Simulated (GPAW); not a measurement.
Here is a GPAW 26.7.0 calculation.

File run.py:

```python
from ase import Atoms
from ase.dft.bandgap import bandgap
from ase.io import write
from gpaw import GPAW, PW

atoms = Atoms(['Sr', 'Cl', 'Cl'],
              cell=[[0.0, 3.48835, 3.48835],
                    [3.48835, 0.0, 3.48835],
                    [3.48835, 3.48835, 0.0]],
              scaled_positions=[[0.0, 0.0, 0.0],
                                [0.75, 0.75, 0.75],
                                [0.25, 0.25, 0.25]],
              pbc=True)

calc = GPAW(mode=PW(600),
            xc='TB09',
            kpts={'size': (8, 8, 8), 'gamma': True},
            occupations={'name': 'fermi-dirac', 'width': 0.05},
            nbands=22,
            convergence={'density': 1e-05, 'energy': 1e-05},
            eigensolver='cg',
            maxiter=150,
            txt='gpaw.txt')
atoms.calc = calc
energy = atoms.get_potential_energy()
calc.write('gs.gpw')
write('result.traj', atoms)
print('Fermi level:', round(calc.get_fermi_level(), 4), 'eV')
print(f'Gap: {bandgap(calc)[0]:.4f} eV, direct: {bandgap(calc, direct=True)[0]:.4f} eV')
```

Potentials or basis: GPAW PAW data sets for LDA (gpaw-data 1.2.1), pw.

Run with:

```console
$ OMP_NUM_THREADS=1 python run.py
```

(1) What does it give for the band gap on the k mesh?

Answers

(1) 7.40 eV, direct.

Caveat: a model potential gives levels but no total energy.
